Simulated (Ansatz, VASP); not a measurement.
## Pd: VASP beside Ansatz

```xyz
1
Lattice="0.0000 2.1832 1.5435 2.1832 0.0000 1.5435 2.1832 2.1832 0.0000" Properties=species:S:1:pos:R:3 pbc="T T T"
Pd    0.0000    0.0000    0.0000
```

Alike in both runs: task single point; functional LDA; k mesh 24 × 24 × 24; occupations gaussian, width 0.15 eV; no spin polarisation.

|  | VASP | Ansatz |
| --- | --- | --- |
| version | VASP 6.6.1 | Ansatz 0.2.0 |
| potentials or method | VASP PAW LDA potentials, release 64 (Pd) | scalar-relativistic, plane waves, PAW |
| plane-wave cutoff (eV) | 520 | 420 |
| valence electrons in the cell | 10 | 18 |

```csv
,VASP,Ansatz,Ansatz less VASP
gap on the k mesh at the Fermi level (eV),none,none,-
pressure (GPa),-6.2,-6.4,-0.23
```

A gap of «none» marks a metal or a gap that the smearing closes. The two sets of potentials don't hold the same shells in valence.
